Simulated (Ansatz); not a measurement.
System: fluorite SrF2. Method: r²SCAN0 (Ansatz, an electronic-structure program, PAW).

Settings: plane-wave cutoff 520 eV, 8×8×8 k mesh, Fermi–Dirac smearing 0.01 eV, scalar-relativistic PAW data made under PBE.

Pressure at four volumes; x = ln(V/15.989 Å³). One pressure is withheld.

```json
[
 {"V (Å³/atom)": "15.184", "x": "-0.0517", "P (GPa)": "4.44"},
 {"V (Å³/atom)": "15.989", "x": "0.0000", "P (GPa)": "-0.03"},
 {"V (Å³/atom)": "16.382", "x": "0.0243", "P (GPa)": "-1.79"},
 {"V (Å³/atom)": "16.782", "x": "0.0484", "P (GPa)": "?"}
]
```

Q: Pass a parabola P(x) through the three rows shown, estimate the bulk modulus and its pressure derivative near zero pressure, and predict the withheld pressure.

A: Slopes between the rows: (-0.03 − (4.44))/(0.0000 − (-0.0517)) = -86.46 and (-1.79 − (-0.03))/(0.0243 − (0.0000)) = -72.43 GPa. Their difference over the span 0.0760 is c = 14.03/0.0760 = 184.6 GPa, so P(x) = 4.44 + (-86.46)(x − (-0.0517)) + 184.6 (x − (-0.0517))(x − (0.0000)). At the middle row B = −dP/dx = −[-86.46 + 184.6 × 0.0517] = 76.9 GPa, and B′ = dB/dP = 2c/B = 4.8. At x = 0.0484 the parabola gives -3.32 GPa; the run gives -3.35 GPa. The Birch–Murnaghan fit to the energies at all volumes has B0 = 76.9 GPa and B′ = 4.5.

Measured, for comparison: bulk modulus 69 GPa (temperature not stated, not corrected to a static lattice; as tabulated in On the Morphology of Group II Metal Fluoride Nanocrystals at Finite Temperature …). Computed (rounded) less measured: bulk modulus +11 %.
